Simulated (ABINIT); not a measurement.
A run of ABINIT 10.8.3 (patched build) is set up as follows.

run.abi

```
# Datasets: ground state, then fixed potential
ndtset 2

# Pseudopotentials
pp_dirpath "./"
pseudos "Hf.GGA_PBE-JTH.xml"

# Structure
acell 3*1.0
rprim
     6.0408875026     0.0000000000     0.0000000000
    -3.0204437513     5.2315620387     0.0000000000
     0.0000000000     0.0000000000     9.5578567931
ntypat 1
znucl 72
natom 2
typat 1 1
xred
     0.6666666667     0.3333333333     0.7500000000
     0.3333333333     0.6666666667     0.2500000000

# Plane-wave basis
ecut 625.861884 eV
pawecutdg 45.0
pawxcdev 0

# Exchange and correlation
ixc -109134

# Bands and occupations
occopt 3
tsmear 0.05 eV

# SCF cycle
nstep 100

# Output
iomode 3
prtwf 0
prteig 0
prtebands 0
enunit 1
prtden1 1

# Dataset 1
kptopt1 1
ngkpt1 10 10 5
nshiftk1 1
shiftk1 0.0 0.0 0.0
nband1 16
tolvrs1 1.0e-9

# Dataset 2: bands along G-M-K-G-A-L-H-A
iscf2 -2
getden2 1
nband2 22
nbdbuf2 4
tolwfr2 1.0e-11
kptopt2 -7
ndivsm2 8
prteig2 1
prtvol2 -3
kptbounds2
     0.0000000000     0.0000000000     0.0000000000
     0.5000000000     0.0000000000     0.0000000000
     0.3333333333     0.3333333333     0.0000000000
     0.0000000000     0.0000000000     0.0000000000
     0.0000000000     0.0000000000     0.5000000000
     0.5000000000     0.0000000000     0.5000000000
     0.3333333333     0.3333333333     0.5000000000
     0.0000000000     0.0000000000     0.5000000000
```

Potentials or basis: JTH PAW PBE v2.0.

Command:

```bash
$ abinit run.abi > log 2>&1
```

Task: Estimate the band gap on the k mesh.

Result: None (metal or under the smearing width).

Task: Predict the pressure.

Result: -0.4 GPa.

Levels at the corners of the path, in eV from the Fermi level:
| point | band 8 | band 9 | band 10 | band 11 | band 12 | band 13 | band 14 | band 15 | band 16 | band 17 |
| --- | --- | --- | --- | --- | --- | --- | --- | --- | --- | --- |
| Γ | -30.20 | -7.35 | -3.69 | 0.68 | 1.18 | 1.18 | 1.45 | 2.00 | 2.00 | 2.63 |
| M | -30.29 | -3.33 | -2.73 | -2.21 | -0.77 | 0.79 | 0.88 | 1.69 | 5.87 | 6.38 |
| K | -30.51 | -2.11 | -1.78 | -1.78 | -1.40 | 0.38 | 0.38 | 2.06 | 5.19 | 5.19 |
| Γ | -30.20 | -7.35 | -3.69 | 0.68 | 1.18 | 1.18 | 1.45 | 2.00 | 2.00 | 2.63 |
| A | -30.26 | -5.37 | -5.37 | 0.16 | 0.16 | 1.07 | 1.07 | 1.07 | 1.07 | 4.78 |
| L | -30.39 | -3.38 | -3.38 | -0.98 | -0.98 | 1.21 | 1.21 | 2.65 | 2.65 | 6.09 |
| H | -30.34 | -1.75 | -1.75 | -1.43 | -1.43 | -0.18 | -0.18 | 2.52 | 2.52 | 5.05 |
| A | -30.26 | -5.37 | -5.37 | 0.16 | 0.16 | 1.07 | 1.07 | 1.07 | 1.07 | 4.78 |

Caveat: the PAW data sets were made with another functional, which shifts forces and pressure a little; spin-orbit coupling is left out, which moves the levels of the heavy elements.
